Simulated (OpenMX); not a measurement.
Crystal: GaAs.

```
CELL_PARAMETERS angstrom
0.00000 2.82685 2.82685
2.82685 0.00000 2.82685
2.82685 2.82685 0.00000
ATOMIC_POSITIONS crystal
As 0.75000 0.75000 0.75000
Ga 0.00000 0.00000 0.00000
```

Base run:

* Program: OpenMX 3.8.5
* Functional: PBE
* Potentials or basis: OpenMX 2013 PBE set, As7.0-s3p2d2, Ga7.0-s3p2d2, grid cutoff 500 Ry
* k mesh: 9 × 9 × 9
* Occupations: fermi-dirac, width 0.05 eV
* Spin: no spin polarisation

Its results: band gap on the k mesh 0.71 eV, direct.

Task: The run is repeated on the same cell with these changes: k mesh from 9 × 9 × 9 to 7 × 7 × 7; spin from no spin polarisation to non-collinear spin, zero start, spin-orbit coupling. What comes out?

Result: Band gap on the k mesh 0.60 eV, direct; net moment 0.00 μB per cell.

Several settings changed at once, so the effect can't be laid on one alone.

Caveats: the basis of atomic orbitals isn't converged, which shifts pressures, moduli and gaps; total energies with and without spin-orbit coupling shouldn't be compared in this program (some runs).

Not every run made on this cell is shown here.
